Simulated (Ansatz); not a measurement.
We consider skutterudite CoSb3, described by PBEsol (PAW; Ansatz, a first-principles code).

Numerical settings: plane-wave cutoff 520 eV, 6×6×6 k mesh, Fermi–Dirac smearing 0.01 eV, no spin polarisation, scalar-relativistic PAW data made under PBE.

Properties against volume:

Shape and atoms are relaxed at each volume.

```tsv
V (Å³/atom)	P (GPa)	direct gap at Γ (eV)
21.759	4.36	0.405
22.212	2.05	0.337
22.665	0.00	0.274
23.119	-1.83	0.215
23.572	-3.46	0.159
```

A straight line through the gaps at Γ against ln V gives a volume deformation potential dE_g(Γ)/d ln V of -3.1 eV: the gap at Γ widens under compression.

Measured, for comparison: band gap 0.63 eV (temperature not stated, no zero-point or thermal correction; as tabulated in Kim et al. (2020), doi:10.1038/s41597-020-00723-8).

Spin–orbit coupling is not included; it can close a gap this small.
